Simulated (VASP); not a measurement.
Set up this calculation in VASP 6.6.1, as the native input.

| Property | Result |
| --- | --- |
| Task | single point |
| Functional | PBEsol |
| Potentials or basis | VASP PAW PBE potentials, release 64 (Ca_sv) |
| Cutoff | 520 eV |
| k mesh | 14 × 14 × 14 |
| Occupations | gaussian, width 0.1 eV |
| Spin | no spin polarisation |
| Dipole correction | no |
| Further INCAR settings | ALGO = Fast; EDIFF = 1e-07; NBANDS = 11 |

The structure of Ca lies in POSCAR:

```
Ca
1.0
   -2.3806730578      2.3806730578      2.1732093325
    2.3806730578     -2.3806730578      2.1732093325
    2.3806730578      2.3806730578     -2.1732093325
Ca
1
Direct
    0.5000000000      0.5000000000      0.0000000000
```

This isn't the form of Ca at room conditions, which is fcc.

The cell isn't the ideal one: strained and moved within a subgroup.

These files were run (other wordings do the same):

INCAR

```
SYSTEM = Ca
PREC = Accurate
ENCUT = 520
EDIFF = 1E-7
ISMEAR = 0
SIGMA = 0.1
LREAL = .False.
LASPH = .True.
NELM = 100
ALGO = Fast
ISIF = 2
LWAVE = .False.
LCHARG = .False.
GGA = PS
NBANDS = 11
```

KPOINTS

```
Automatic mesh
0
Gamma
  14 14 14
  0 0 0
```

Potentials or basis: VASP PAW PBE potentials, release 64 (Ca_sv).

Launch:

```bash
$ cat potpaw_PBE.64/Ca_sv/POTCAR > POTCAR
$ mpirun -np 1 vasp_std > vasp.out
```

Results of the run:

```json
{
  "Pressure": "-2.5 GPa",
  "Band gap on the k mesh": "none (metal or under the smearing width)"
}
```

Caveat: the PAW data sets were made with another functional, which shifts forces and pressure a little.

It took 62 s on 1 thread of Intel(R) Xeon(R) 6975P-C (Granite Rapids) (shared host), peak memory 0.26 GiB.
